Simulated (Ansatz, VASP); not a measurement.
# One calculation of Na, two programs

```xyz
1
Lattice="-2.1033 2.1033 2.1033 2.1033 -2.1033 2.1033 2.1033 2.1033 -2.1033" Properties=species:S:1:pos:R:3 pbc="T T T"
Na    0.0000    0.0000    0.0000
```

Change from the starting cell: volume scaled by 0.98.

Alike in both runs: task single point; functional PBE; k mesh 11 × 11 × 11; occupations fermi-dirac, width 0.03 eV; no spin polarisation.

|  | VASP | Ansatz |
| --- | --- | --- |
| version | VASP 6.6.1 | Ansatz 0.2.0 |
| potentials or method | VASP PAW PBE potentials, release 64 (Na_pv), cutoff 520 eV | all-electron LAPW, scalar-relativistic |

```csv
,VASP,Ansatz,Ansatz less VASP
pressure (GPa),-0.1,-0.1,+0.03
```

Ansatz ran all-electron here, so the differences hold the error of VASP's frozen core and of both bases.
